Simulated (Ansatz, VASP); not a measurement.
**One calculation of Pb, two programs**

File INCAR:

```
PREC     = Accurate       # precision mode
ENCUT    = 600            # plane-wave cutoff, eV
EDIFF    = 1E-7           # SCF threshold, eV
ISMEAR   = 0              # smearing method
SIGMA    = 0.1            # smearing width, eV
LREAL    = False          # projectors in reciprocal space
LASPH    = True           # aspherical terms in the spheres
NELM     = 80             # most SCF steps
ALGO     = Fast           # electronic algorithm
ISIF     = 3              # what is computed and relaxed
LWAVE    = False          # write WAVECAR
LCHARG   = False          # write CHGCAR
GGA      = PE             # functional
IBRION   = 2              # ionic algorithm
NSW      = 100            # ionic steps
EDIFFG   = -0.005         # ionic threshold
```

The input KPOINTS:

```
Automatic mesh
0
Gamma
  14 14 14
```

File POSCAR:

```
Pb
1.0
    0.0000000000      2.4750200000      2.4750200000
    2.4750200000      0.0000000000      2.4750200000
    2.4750200000      2.4750200000      0.0000000000
Pb
1
Direct
    0.0000000000      0.0000000000      0.0000000000
```

Input for Ansatz:

```yaml
crystal:
  lattice:
    - [0.0, 2.47502, 2.47502]
    - [2.47502, 0.0, 2.47502]
    - [2.47502, 2.47502, 0.0]
  atoms:
    - { symbol: Pb, position: [0.0, 0.0, 0.0] }
basis:
  ecutwfc: 420
kpoints:
  mp_grid: { grid: [14, 14, 14] }
hamiltonian:
  xc: pbe
scf:
  occupations: { method: gaussian, width: 0.1 }
output:
  forces: true
  stress: true
  eigenvalues: true
  write_density: true
  write_potential: true
  elf: true
  volumetric_format: npy
relax:
  adjacent_minimum: "off"
  f_tol: 0.005
  max_steps: 80
  cell: { stress_tol: 0.05 }
```

Alike in both runs: task relaxation of cell and atoms; functional PBE; k mesh 14 × 14 × 14; occupations gaussian, width 0.1 eV; no spin polarisation.

```csv
,VASP,Ansatz
version,VASP 6.6.1,Ansatz 0.2.0
potentials or method,"VASP PAW PBE potentials, release 64 (Pb_d)","scalar-relativistic, plane waves, PAW"
plane-wave cutoff (eV),600,420
valence electrons in the cell,14,14
```

```tsv
	VASP	Ansatz	Ansatz less VASP
gap on the k mesh at the Fermi level, each at its own relaxed structure (eV)	none	none	-
relaxed volume (Å³/atom)	32.00	32.04	+0.046
relaxed cell length with the largest relative difference (Å)	3.564	3.565	+0.0017
energy change over the relaxation (meV/atom)	-12	-12	-0.1
```

A gap of «none» marks a metal or a gap that the smearing closes.

The runs have no spin-orbit coupling, so splittings on Pb are missing. Zero-point motion and thermal expansion aren't in these numbers. PBE usually gives volumes a little too large and moduli too small.
